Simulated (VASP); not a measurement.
Runs of VASP 6.6.1 on Ag. It takes space group Fm-3m (No. 225, cubic). The conventional cell has a = 4.085 Å, b = 4.085 Å, c = 4.085 Å, α = 90.00°, β = 90.00°, γ = 90.00°. Around Ag (site symmetry m-3m) lie 12 Ag at 2.89 Å. 

```tsv
task	level	potentials or basis	spin	cell	k mesh	cutoff (eV)	smearing	gap on the mesh (eV)	pressure (GPa)	relaxed volume (Å³/atom)
single point	PBE	VASP PAW PBE potentials, release 64 (Ag)	off	as given	11 × 11 × 11	520	gaussian 0.011 eV	none	(b)	-
relaxation of cell and atoms	LDA	VASP PAW LDA potentials, release 64 (Ag)	off	relaxed	11 × 11 × 11	600	fermi-dirac 0.05 eV	none	-0.1	16.00
relaxation of cell and atoms	PBEsol	VASP PAW PBE potentials, release 64 (Ag)	off	relaxed	11 × 11 × 11	600	fermi-dirac 0.05 eV	none	0.0	16.58
band structure	PBE	VASP PAW PBE potentials, release 64 (Ag)	SOC, no magnetisation	as given	8 × 8 × 8	520	fermi-dirac 0.05 eV	-	5.0	-
band structure	LDA	VASP PAW LDA potentials, release 64 (Ag)	SOC, no magnetisation	as given	8 × 8 × 8	520	fermi-dirac 0.05 eV	-	(a)	-
```

Question: Estimate the missing entries.

Answer: (a) -6.7; (b) 4.2.

Caveats: the PAW data sets were made with another functional, which shifts forces and pressure a little (some runs).

A k mesh can miss the band edges, and rows without SOC leave out spin-orbit coupling on Ag.

A gap of «none» marks a metal or a gap under the smearing width.
